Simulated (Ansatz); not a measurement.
# MoS2 (CdI2 type): response to moved atoms and strain

Aim: move atoms of MoS2 (CdI2 type) or strain its cell, and read the forces, the stress and the rise in energy. This structure was made by substitution into a known type, so it needn't be the compound's stable form.

Method: DFT PBE, scalar-relativistic, plane waves, PAW, in Ansatz 0.2.0.

3 further runs of the same task are left out: 1 for a known fault of the program, 1 that didn't finish, 1 set aside as unsound or not needed. Runs told in other sessions of the task aren't counted.

## (1) Starting point

It takes space group P-3m1 (No. 164, trigonal). Conventional cell: a = 3.193 Å, b = 3.193 Å, c = 6.772 Å, α = 90.00°, β = 90.00°, γ = 120.00°. Mo (site symmetry -3m) has 6 S at 2.43 Å in its first shell of neighbours. S (site symmetry 3m) is surrounded by 3 Mo at 2.43 Å.

Coordinates:

```cif
data_structure
_symmetry_space_group_name_H-M 'P 1'
_symmetry_Int_Tables_number 1
_cell_length_a 3.1934
_cell_length_b 3.1934
_cell_length_c 6.7717
_cell_angle_alpha 90.000
_cell_angle_beta 90.000
_cell_angle_gamma 120.000
_cell_volume 59.80
loop_
_atom_site_label
_atom_site_type_symbol
_atom_site_fract_x
_atom_site_fract_y
_atom_site_fract_z
_atom_site_occupancy
Mo1 Mo 0.00000 0.00000 0.00000 1
S1 S 0.33333 0.66667 0.23384 1
S2 S 0.66667 0.33333 0.76616 1
```

An earlier run at PBE left this cell at 19.935 Å³/atom and 0.01 GPa (12×12×6 mesh).

The changes: atom 1 (Mo) moved 0.05 Å along y; atom 3 (S) moved 0.02 Å along z; strain e2 = +0.03, atoms carried along; strain e1 = +0.03, atoms carried along; all atoms moved at random (σ = 0.03 Å), cell strained at random (1 %); all atoms moved at random (σ = 0.15 Å), cell strained at random (1 %).

## (2) Atom 1 (Mo) moved 0.05 Å along y

input.yaml reads:

```yaml
crystal:
  lattice:
    - [3.193411233, 0.0, 0.0]
    - [-1.5967056165, 2.7655752525, 0.0]
    - [0.0, 0.0, 6.7716536175]
  atoms:
    - { symbol: Mo, position: [0.0090397106, 0.0180794213, 0.0], spin: 0.05 }
    - { symbol: S, position: [0.3333333333, 0.6666666667, 0.2338421089] }
    - { symbol: S, position: [0.6666666667, 0.3333333333, 0.7661578911] }
basis:
  ecutwfc: 420
  ecutrho_ratio: 4
kpoints:
  mp_grid: { grid: [12, 12, 6] }
hamiltonian:
  xc: pbe
scf:
  occupations: { method: gaussian, width: 0.05 }
  lower_state_search: "off"
output:
  forces: true
  stress: true
  eigenvalues: true
  populations: true
  write_density: true
  write_potential: true
  elf: true
  volumetric_format: npy
magnetization:
  spin_polarized: true
checkpoint:
  read: start.run
  write: ck
  compress: false
  write_wavefunctions: false
  write_every: 100000
```

start.run holds the converged state of the cell before the atoms were moved.

On the command line:

```bash
$ ansatz run input.yaml --threads 2 --pin off --max-ram 2662MiB --backend cpu --events-out ev --progress --plain --runs-dir out
```

Output:

```text
Warning: checkpoint.read: the run can stay near the saved state's solution: 1 site(s) moved relative to the saved geometry (max |Δs| = 1.808e-2 fractional); the SCF starts from the saved state under `checkpoint.density_extrapolation: transplant`, in force with no word given. A run without `checkpoint.read` takes nothing of the state. A lower free energy from it at the same positions (and U, V and field ramp, if any) shows a solution that this start missed, and an equal or higher one rules none out (checkpoint.read, Limitations, in the input reference)
Warning: RAYON_NUM_THREADS=2 ignored (pool sized by the plan → 2); use --threads N
Engine: ansatz 0.2.0, aarch64-unknown-linux-gnu
Pseudopotentials: kind: paw
Pseudopotential: Mo, paw, valence charge 14, recommended cutoff 420 eV (normal), Mo.paw.azcp
Pseudopotential: S, paw, valence charge 6, recommended cutoff 420 eV (normal), S.paw.azcp
Functional definition: PBE
  parameter kappa = 0.804
  parameter beta = 0.06672455060314922
  exchange = pbe_x(kappa = kappa, mu = beta*pi^2/3)
  correlation = pbe_c(beta = beta)
Crystal: 3 atoms, lattice volume = 59.805 Å³
Basis set: ecut = 420 eV, 1199 PW (Γ), exchange–correlation on 48×48×96 points (8 copies of the dense FFT grid, shifted against one another)
Bands: 18, of which v1, the nominal top of the filled ones, is band 13 counted from 1 (12 counted from 0)
Symmetry: 2 space group operations
Space group: Cm (ITA 8), of the structure as read, at distance tolerance 3.9e-5 Å
Magnetic group: BNS 8.32 (UNI 39), of the structure as read, at distance tolerance 3.9e-5 Å
k-points: 242 of 864 (time reversal used)
Non-local potential: Mo, projectors of the file, l = 0: 3, l = 1: 2, l = 2: 2, l = 3: 1
Non-local potential: S, projectors of the file, l = 0: 2, l = 1: 2, l = 2: 2
PAW form: soft (Blöchl's): semilocal exchange-correlation on the pseudo side does not see the compensation charge
PAW one-centre angular grid: Mo, 590 points (default); XC on 64 Gauss nodes
PAW one-centre angular grid: S, 110 points (default); XC on 64 Gauss nodes
Initial density: read from a saved state, or passed on in memory by an earlier SCF of this step, an earlier step, the calling program or the single point that the run made first, carried with its atoms to this geometry
Starting moments: Σ|m| = 0.05 μB on 1 of 3 sites; this step starts from the density that it was given
Initial wavefunctions: pseudopotential atomic-orbital guess
Functional: x = pbe(κ = 0.804, μ = 0.2195149727645171), c = pbe(β = 0.06672455060314922)
iter 1 solved again at ethr=1.94e-5 eV; its pass at ethr=3.10e-3 eV (dr2=5.05e-3 eV) is discarded
SCF iter   1: F=—  HF=-6761.975661 eV  |F-HF|=—  |Δ(HF+E_count)|=         —  Δρ=2.06e-3 (↑2.06e-3 ↓2.02e-3)  dr2=4.99e-3  dr2_m=5.84e-6  M=-0.000 μB ∫|m|=0.000 μB  β_m=0.30  ethr=1.94e-5  ⟨swp⟩=2.0  Hψ=64262  notcnv=0
preconditioner: auto → Kerker (q_TF=auto, 2.375 Å⁻¹)  [metal: Δε(μ)=0.036 eV  Ē_g=8.690 eV  σ=0.050 eV  W_gap=0.38  n_scr=10 (ndim 8)  ℏωp=20.4 eV  f_vac=0.091  D(μ)=1.48/eV (n_scr^D=4)]
spin=Collinear: Kerker preconditioning applied to the charge; magnetization (m = ρ↑ − ρ↓) channel mixes plain (no charge-response kernel on spin).
SCF iter   2: F=—  HF=-6761.975281 eV  |F-HF|=—  |Δ(HF+E_count)|=   3.80e-4  Δρ=1.54e-3 (↑1.54e-3 ↓1.52e-3)  dr2=2.85e-3  dr2_m=3.08e-6  M=-0.000 μB ∫|m|=0.000 μB  β_m=0.65  ethr=1.92e-5  ⟨swp⟩=1.0  Hψ=8712  notcnv=0
SCF iter   3: F=—  HF=-6761.974854 eV  |F-HF|=—  |Δ(HF+E_count)|=   4.26e-4  Δρ=1.41e-4 (↑1.41e-4 ↓1.39e-4)  dr2=4.13e-5  dr2_m=3.58e-9  M=-0.000 μB ∫|m|=0.000 μB  β_m=0.68  ethr=1.09e-5  ⟨swp⟩=2.4  Hψ=14546  notcnv=0
SCF iter   4: F=—  HF=-6761.974854 eV  |F-HF|=—  |Δ(HF+E_count)|=   1.82e-7  Δρ=6.51e-5 (↑6.51e-5 ↓6.42e-5)  dr2=9.24e-6  dr2_m=8.14e-10  M=-0.000 μB ∫|m|=0.000 μB  β_m=0.78  ethr=1.59e-7  ⟨swp⟩=2.9  Hψ=14789  notcnv=0
SCF iter   5: F=—  HF=-6761.974855 eV  |F-HF|=—  |Δ(HF+E_count)|=   1.12e-6  Δρ=2.55e-5 (↑2.55e-5 ↓2.50e-5)  dr2=1.62e-6  dr2_m=3.05e-10  M=-0.000 μB ∫|m|=0.000 μB  β_m=0.89  ethr=3.55e-8  ⟨swp⟩=1.0  Hψ=8712  notcnv=0
SCF iter   6: F=—  HF=-6761.974855 eV  |F-HF|=—  |Δ(HF+E_count)|=   4.02e-7  Δρ=6.58e-6 (↑6.58e-6 ↓6.52e-6)  dr2=2.11e-7  dr2_m=1.23e-11  M=-0.000 μB ∫|m|=0.000 μB  β_m=0.95  ethr=6.23e-9  ⟨swp⟩=1.0  Hψ=8867  notcnv=0
SCF iter   7: F=-6761.974856 eV  HF=-6761.974856 eV  |F-HF|=1.91e-8  |Δ(HF+E_count)|=   5.44e-8  Δρ=1.85e-6 (↑1.85e-6 ↓1.83e-6)  dr2=3.59e-8  dr2_m=2.03e-13  M=-0.000 μB ∫|m|=0.000 μB  ethr=3.85e-10  ⟨swp⟩=8.6  Hψ=53039  notcnv=0
WARN: the starting moments were not kept: the SCF closed with an absolute magnetisation of 4.5e-7 μB, where they sum to 0.05 μB in size (1 site). That is at most 0.1 of that sum. Measured as dr2_m measures the in/out step, that magnetisation stands 4.9e-14 eV from none, at or under the dr2_threshold of 1.0e-7 eV: it is no larger than a step whose dr2_m would equal this threshold. The system may hold no moment; this SCF shows only that its start led to no more than that. This SCF took its magnetisation from a saved state (the deck's checkpoint.read, a session's seed or a resume), or from the single point or search that the run made first, and not from the starting moments. Where the run's atoms have moved since that state, how it is taken is a key of its own (checkpoint.density_extrapolation: follow_atoms, where typed, takes the whole of its magnetisation to them with its atoms, but for some exceptions; the density_extrapolation keyword of a session's seed is the same key). To be rid of a resumed run's state, run its deck in a fresh run directory. To be rid of the state of a single point that the run made first, give starting moments in the input or, where a deck that gives them still makes one, type scf.lower_state_search: off. To try another start, run it without that state.
SCF 1 converged in 7 iterations: F = -6761.974856 eV  dr2 = 3.59e-8
SCF converged after 7 iterations
Magnetization: -0.0000 μB (13.0000 up, 13.0000 down)
Absolute magnetization: 0.0000 μB (∫|ρ↑−ρ↓|, with the PAW one-centre terms)
Spin contamination: 0.0000 ħ² per cell (⟨S²⟩ above its minimum at these occupations)
Per-site moments (μB) at R_I (Å): [(-2.3808400305970747e-7, 0.9869777127899347), (2.8645853002342278e-8, 0.9869777127899347), (3.4585699164366204e-8, 0.9948924578255551)]
Free energy (F): -6761.974856 eV
Harris-Foulkes:  -6761.974856 eV  (|F-HF|=1.91e-8)
Internal energy: -6761.973007 eV  (E = F + TS)
E sigma→0 (E₀):  -6761.973931 eV
Entropy (-TS):   -0.001848 eV (-0.616 meV/atom)
Fermi energy:    9.420916 eV
--- Per-component energies (eV) ---
  E_band       = -198.208383
  E_kinetic    = 654.076375
  E_local      = -2366.091396  (includes V_loc(G=0)·N_el)
  E_nonlocal   = 199.403813
  E_hartree    = 935.657850
  E_xc         = -377.459783
  E_vxc        = -403.582418  (∫ρ·V_xc dr)
  E_paw        = -4401.508399  (= ΣΔE_a)
  E_vpaw       = -153.320581  (= ΣTr[D̂ρ^β])
  E_aug_tail   = 0.000048  (compensation charges beyond the density's cutoff)
  E_ewald      = -1406.051515
  E_smearing   = -0.001848  (= −TS)
  E_closure    = -0.000000  (closes the sum)
  Σ components = -6761.974856   (vs F -6761.974856, Δ=0.00e0)
--- Forces (eV/Å), atoms counted from 1 ---
  atom   1  Mo    -0.00000000    -0.31190175    -0.00183924
  atom   2  S      0.00000000     0.16661146     0.00032381
  atom   3  S      0.00000000     0.14527652     0.00151220
  max |Σ_I F_I| component: 1.38e-5 eV/Å
--- Stress (GPa, compression-positive) ---
        0.065058       0.000000      -0.000000
        0.000000       0.326844       0.088873
       -0.000000       0.088873       0.003082
  P = ⅓ Tr σ = 0.1317 GPa (1.317 kbar)
--- Band table (eV; the first three rows and the last of 484) ---
  k-point 0 ↑: bands = ["-52.3839", "-26.4268", "-26.3574", "-26.3527", "-5.4145", "-4.1708", "2.8676", "5.5789", "5.5877", "7.1015", "8.1822", "8.4536", "8.4627", "9.2630", "9.2772", "12.5429", "12.5594", "15.2488"]
  k-point 1 ↑: bands = ["-52.3839", "-26.4268", "-26.3574", "-26.3527", "-5.3948", "-4.2037", "2.9662", "5.5770", "5.5885", "6.7467", "8.4176", "8.4527", "8.4910", "9.2566", "9.2741", "12.5571", "12.5754", "15.2882"]
  k-point 2 ↑: bands = ["-52.3839", "-26.4267", "-26.3574", "-26.3527", "-5.3523", "-4.2721", "3.1897", "5.5671", "5.5902", "6.2153", "8.4507", "8.4509", "8.7807", "9.2438", "9.2726", "12.5856", "12.6074", "15.3632"]
  k-point 241 ↓: bands = ["-52.3483", "-26.6391", "-26.5088", "-26.3553", "-3.5942", "-3.4353", "3.5538", "3.8948", "5.0831", "5.2593", "5.5614", "6.3762", "9.3867", "9.3930", "11.0357", "11.7731", "13.3727", "16.4192"]
--- Löwdin populations: 3 sites ---
  site symbol       q [e]    m [muB]
     0     Mo     13.6307    -0.0000
     1      S      6.0884     0.0000
     2      S      6.0884     0.0000
  spilling = 0.007408 (of n_electrons = 26.000000)
```

Wall time 31 s (2 threads of Arm Neoverse V1, shared host); peak memory 0.73 GiB.

Result: volume 19.935 Å³/atom, pressure 0.13 GPa, a metal on this mesh, no moment left.

Forces on the atoms, as numbers:

```
atom  x (eV/Å)  y (eV/Å)  z (eV/Å)
 Mo1     0.000    -0.312    -0.002
  S2     0.000     0.167     0.000
  S3     0.000     0.145     0.002
```

Axes a, b and c in the maps are those of this run's conventional cell (a, b, c = 5.531, 3.193, 6.772 Å).

Density in a lattice plane of the grid's cell (edges 5.53 and 6.77 Å, at 0.000 of the third edge), which holds Mo and S.

Values in e/Å³, 12 rows by 10 columns:
```
4.23 2.11 0.31 0.13 0.14 0.29 0.51 0.55 0.46 1.50
0.41 0.33 0.18 0.10 0.13 0.50 1.09 1.02 0.85 0.38
0.12 0.14 0.12 0.07 0.10 0.55 0.87 0.51 0.93 0.24
0.05 0.06 0.06 0.04 0.05 0.28 0.91 1.05 0.48 0.10
0.01 0.02 0.02 0.02 0.02 0.07 0.18 0.21 0.10 0.03
0.01 0.01 0.02 0.03 0.03 0.02 0.03 0.03 0.02 0.01
0.01 0.03 0.10 0.21 0.18 0.07 0.02 0.02 0.02 0.02
0.05 0.10 0.48 1.05 0.92 0.28 0.06 0.04 0.06 0.06
0.12 0.24 0.94 0.51 0.87 0.56 0.11 0.07 0.12 0.14
0.41 0.43 0.90 1.04 1.08 0.51 0.13 0.09 0.17 0.29
4.23 2.07 0.54 0.56 0.50 0.29 0.15 0.12 0.24 1.54
6.31 4.90 0.53 0.20 0.19 0.22 0.20 0.19 0.36 3.77
```
Columns run along the first of these edges and rows up along the second, over one cell in 10 and 12 even steps from the bottom left corner. Atoms in the plane (fractional): Mo at (0.01, 0.00), S at (0.33, 0.23), S at (0.67, 0.77).

ELF in the same plane.

Values, 12 rows by 10 columns:
```
0.73 0.60 0.17 0.13 0.16 0.46 0.66 0.67 0.37 0.44
0.20 0.20 0.18 0.08 0.16 0.73 0.66 0.49 0.81 0.32
0.13 0.16 0.12 0.04 0.14 0.78 0.40 0.16 0.84 0.48
0.04 0.05 0.05 0.02 0.09 0.77 0.92 0.93 0.87 0.32
0.01 0.01 0.01 0.01 0.02 0.40 0.84 0.87 0.66 0.09
0.00 0.01 0.03 0.09 0.06 0.02 0.06 0.09 0.03 0.01
0.01 0.08 0.65 0.87 0.84 0.40 0.02 0.01 0.02 0.01
0.04 0.30 0.86 0.92 0.92 0.77 0.09 0.02 0.05 0.06
0.13 0.48 0.84 0.15 0.40 0.78 0.15 0.04 0.11 0.16
0.20 0.33 0.81 0.50 0.65 0.74 0.18 0.07 0.17 0.20
0.73 0.54 0.33 0.67 0.66 0.47 0.19 0.12 0.15 0.52
0.25 0.74 0.22 0.25 0.26 0.29 0.28 0.26 0.17 0.73
```
Columns run along the first of these edges and rows up along the second, over one cell in 10 and 12 even steps from the bottom left corner. Atoms in the plane (fractional): Mo at (0.01, 0.00), S at (0.33, 0.23), S at (0.67, 0.77).

Both are smooth fields of the valence electrons: close to the nuclei they are not physical.

The highest ELF values outside the cores: 0.94 beside S, off the lines to its neighbours, 1.0 Å from S.

## (3) Atom 3 (S) moved 0.02 Å along z

input.yaml, as its differences from that of step 2:

```diff
@@ -6,5 +6,5 @@
   atoms:
-    - { symbol: Mo, position: [0.0090397106, 0.0180794213, 0.0], spin: 0.05 }
+    - { symbol: Mo, position: [0.0, 0.0, 0.0], spin: 0.05 }
     - { symbol: S, position: [0.3333333333, 0.6666666667, 0.2338421089] }
-    - { symbol: S, position: [0.6666666667, 0.3333333333, 0.7661578911] }
+    - { symbol: S, position: [0.6666666667, 0.3333333333, 0.7691113794] }
 basis:
@@ -24,6 +24,2 @@
   populations: true
-  write_density: true
-  write_potential: true
-  elf: true
-  volumetric_format: npy
 magnetization:
```

start.run holds the converged state of the cell before the atoms were moved.

On the command line:

```bash
$ ansatz run input.yaml --threads 2 --pin off --max-ram 2662MiB --backend cpu --events-out ev --progress --plain --runs-dir out
```

Output (excerpt; [...] marks lines left out):

```text
Warning: checkpoint.read: the run can stay near the saved state's solution: 1 site(s) moved relative to the saved geometry (max |Δs| = 2.953e-3 fractional); the SCF starts from the saved state under `checkpoint.density_extrapolation: transplant`, in force with no word given. A run without [...]
Warning: RAYON_NUM_THREADS=2 ignored (pool sized by the plan → 2); use --threads N
[...]
Pseudopotentials: kind: paw
Pseudopotential: Mo, paw, valence charge 14, recommended cutoff 420 eV (normal), Mo.paw.azcp
Pseudopotential: S, paw, valence charge 6, recommended cutoff 420 eV (normal), S.paw.azcp
Functional definition: PBE
[...]
Crystal: 3 atoms, lattice volume = 59.805 Å³
Basis set: ecut = 420 eV, 1199 PW (Γ), exchange–correlation on 48×48×96 points (8 copies of the dense FFT grid, shifted against one another)
Bands: 18, of which v1, the nominal top of the filled ones, is band 13 counted from 1 (12 counted from 0)
Symmetry: 6 space group operations
Space group: P3m1 (ITA 156), of the structure as read, at distance tolerance 3.9e-5 Å
Magnetic group: BNS 156.49 (UNI 1279), of the structure as read, at distance tolerance 3.9e-5 Å
k-points: 100 of 864 (time reversal used)
[...]
WARN: the starting moments were not kept: the SCF closed with an absolute magnetisation of 1.9e-8 μB, where they sum to 0.05 μB in size (1 site). That is at most 0.1 of that sum. Measured as dr2_m measures the in/out step, that magnetisation stands 4.5e-17 eV from none, at or under the [...]
Absolute magnetization: 0.0000 μB (∫|ρ↑−ρ↓|, with the PAW one-centre terms)
Spin contamination: 0.0000 ħ² per cell (⟨S²⟩ above its minimum at these occupations)
Per-site moments (μB) at R_I (Å): [(-1.328280267102473e-10, 0.9971770104693569), (-2.204261548155547e-9, 1.0025325975810082), (-4.47522570413161e-9, 0.9971770104693569)]
Free energy (F): -6761.979626 eV
[...]
E sigma→0 (E₀):  -6761.978660 eV
Entropy (-TS):   -0.001932 eV (-0.644 meV/atom)
Fermi energy:    9.426758 eV
[...]
--- Forces (eV/Å), atoms counted from 1 ---
  atom   1  Mo     0.00000000     0.00000000     0.21451038
  atom   2  S      0.00000000     0.00000000     0.04494714
  atom   3  S     -0.00000000    -0.00000000    -0.25942327
[...]
--- Stress (GPa, compression-positive) ---
        0.672517       0.000000       0.000000
        0.000000       0.672517      -0.000000
       -0.000000      -0.000000       1.268046
  P = ⅓ Tr σ = 0.8710 GPa (8.710 kbar)
--- Band table (eV; the first three rows and the last of 200) ---
  k-point 0 ↑: bands = ["-52.3842", "-26.4262", "-26.3607", "-26.3607", "-5.4442", "-4.1769", "2.8490", "5.5180", "5.5180", "7.0855", "8.2389", "8.4924", "8.4924", "9.1779", "9.1779", "12.6020", "12.6020", "15.2662"]
[...]
--- Löwdin populations: 3 sites ---
  site symbol       q [e]    m [muB]
     0     Mo     13.6341     0.0000
     1      S      6.0891    -0.0000
     2      S      6.0831    -0.0000
  spilling = 0.007453 (of n_electrons = 26.000000)
```

It took 12 s on 2 threads of Arm Neoverse V1, shared host; peak memory 0.48 GiB.

Read off: volume 19.935 Å³/atom, pressure 0.87 GPa, metallic, no moment left.

Forces on the atoms, as numbers:

```csv
atom,x (eV/Å),y (eV/Å),z (eV/Å)
Mo1,0.000,0.000,0.215
S2,0.000,0.000,0.045
S3,0.000,0.000,-0.259
```

## (4) Strain e2 = +0.03, atoms carried along

input.yaml reads:

```yaml
crystal:
  lattice:
    - [3.193411233, 0.0, 0.0]
    - [-1.5967056165, 2.8485425101, 0.0]
    - [0.0, 0.0, 6.7716536175]
  atoms:
    - { symbol: Mo, position: [0.0, 0.0, 0.0], spin: 0.05 }
    - { symbol: S, position: [0.3333333333, 0.6666666667, 0.2338421089] }
    - { symbol: S, position: [0.6666666667, 0.3333333333, 0.7661578911] }
basis:
  ecutwfc: 420
  ecutrho_ratio: 4
kpoints:
  mp_grid: { grid: [12, 12, 6] }
hamiltonian:
  xc: pbe
scf:
  occupations: { method: gaussian, width: 0.05 }
output:
  forces: true
  stress: true
  eigenvalues: true
  populations: true
magnetization:
  spin_polarized: true
```

On the command line:

```bash
$ ansatz run input.yaml --threads 2 --pin off --max-ram 2662MiB --backend cpu --events-out ev --progress --plain --runs-dir out
```

Output (excerpt; [...] marks lines left out):

```text
Warning: RAYON_NUM_THREADS=2 ignored (pool sized by the plan → 2); use --threads N
[...]
Pseudopotentials: kind: paw
Pseudopotential: Mo, paw, valence charge 14, recommended cutoff 420 eV (normal), Mo.paw.azcp
Pseudopotential: S, paw, valence charge 6, recommended cutoff 420 eV (normal), S.paw.azcp
Functional definition: PBE
[...]
Crystal: 3 atoms, lattice volume = 61.599 Å³
Basis set: ecut = 420 eV, 1243 PW (Γ), exchange–correlation on 48×48×96 points (8 copies of the dense FFT grid, shifted against one another)
Bands: 18, of which v1, the nominal top of the filled ones, is band 13 counted from 1 (12 counted from 0)
Symmetry: 4 space group operations
Space group: C2/m (ITA 12), of the structure as read, at distance tolerance 3.9e-5 Å
Magnetic group: BNS 12.58 (UNI 65), of the structure as read, at distance tolerance 3.9e-5 Å
k-points: 242 of 864
[...]
Starting moments: Σ|m| = 0.05 μB on 1 of 3 sites
[...]
WARN: the starting moments were not kept: the SCF closed with an absolute magnetisation of 3.1e-8 μB, where they sum to 0.05 μB in size (1 site). That is at most 0.1 of that sum. Measured as dr2_m measures the in/out step, that magnetisation stands 1.4e-16 eV from none, at or under the [...]
Per-site moments (μB) at R_I (Å): [(9.781650746925376e-9, 1.006915047409421), (-3.7290383596544944e-9, 1.006915047409421), (-3.729038347984469e-9, 1.006915047409421)]
Free energy (F): -6761.948729 eV
[...]
E sigma→0 (E₀):  -6761.947471 eV
Entropy (-TS):   -0.002515 eV (-0.838 meV/atom)
Fermi energy:    8.981698 eV
[...]
--- Forces (eV/Å), atoms counted from 1 ---
  atom   1  Mo    -0.00000000     0.00000000     0.00000000
  atom   2  S      0.00000000    -0.11316327    -0.34755840
  atom   3  S      0.00000000     0.11316327     0.34755840
[...]
--- Stress (GPa, compression-positive) ---
       -0.890033       0.000000      -0.000000
        0.000000      -5.709345      -0.945486
       -0.000000      -0.945486      -2.892023
  P = ⅓ Tr σ = -3.1638 GPa (-31.638 kbar)
--- Band table (eV; the first three rows and the last of 484) ---
  k-point 0 ↑: bands = ["-52.8485", "-26.8629", "-26.8416", "-26.8184", "-5.6491", "-4.4453", "2.6212", "5.0656", "5.2972", "6.7823", "7.8686", "8.0269", "8.1978", "8.5700", "8.7782", "11.9245", "12.1027", "14.6214"]
[...]
--- Löwdin populations: 3 sites ---
  site symbol       q [e]    m [muB]
     0     Mo     13.6019     0.0000
     1      S      6.1052    -0.0000
     2      S      6.1052    -0.0000
  spilling = 0.007224 (of n_electrons = 26.000000)
```

It took 22 s on 2 threads of Arm Neoverse V1, shared host; peak memory 0.66 GiB.

In short: volume 20.533 Å³/atom, pressure -3.16 GPa, no gap, no moment left.

Forces on the atoms, as numbers:

| atom | x (eV/Å) | y (eV/Å) | z (eV/Å) |
| --- | --- | --- | --- |
| S2 | 0.000 | -0.113 | -0.348 |
| S3 | 0.000 | 0.113 | 0.348 |

(Part 1 of 2 ends here.)
